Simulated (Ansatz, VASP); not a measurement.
## Pt: VASP beside Ansatz

INCAR

```
ALGO = Normal
EDIFF = 1E-7
ENCUT = 520
ISIF = 2
ISMEAR = -1
LASPH = T
LCHARG = F
LREAL = F
LWAVE = F
NBANDS = 11
NELM = 100
PREC = Accurate
SIGMA = 0.05
```

The input KPOINTS:

```
k-points
0
Gamma
  17 17 17
```

The input POSCAR:

```
Pt
1.0
    0.0000000000      1.7449885289      1.7449885289
    1.7449885289      0.0000000000      1.7449885289
    1.7449885289      1.7449885289      0.0000000000
Pt
1
Direct
    0.0000000000      0.0000000000      0.0000000000
```

Input for Ansatz:

```yaml
crystal:
  lattice:
    - [0.0, 1.7449885289, 1.7449885289]
    - [1.7449885289, 0.0, 1.7449885289]
    - [1.7449885289, 1.7449885289, 0.0]
  atoms:
    - { symbol: Pt, position: [0.0, 0.0, 0.0] }
kpoints:
  mp_grid: { grid: [17, 17, 17] }
scf:
  occupations: { method: fermi_dirac, width: 0.05 }
hamiltonian:
  xc: lda
  pseudopotentials: { kind: paw }
output:
  forces: true
  stress: true
  eigenvalues: true
  populations: true
```

Change from the starting cell: volume scaled by 0.72, PAW files.

Alike in both runs: task single point; functional LDA; k mesh 17 × 17 × 17; occupations fermi-dirac, width 0.05 eV; no spin polarisation.

|  | VASP | Ansatz |
| --- | --- | --- |
| version | VASP 6.6.1 | Ansatz 0.2.0 |
| potentials or method | VASP PAW LDA potentials, release 64 (Pt) | PAW with Ansatz's default frozen-core files, scalar-relativistic |
| plane-wave cutoff (eV) | 520 | 420 |
| valence electrons in the cell | 10 | 18 |

|  | VASP | Ansatz | Ansatz less VASP |
| --- | --- | --- | --- |
| pressure (GPa) | 240.6 | 235.6 | -4.98 |

The two sets of potentials don't hold the same shells in valence.

Caveats: the cell as given lies far from equilibrium; so large a pressure means that the cell lies far from this level's equilibrium, or that cutoff or potentials fall short (VASP). Spin-orbit coupling is left out, which matters for the levels of Pt.
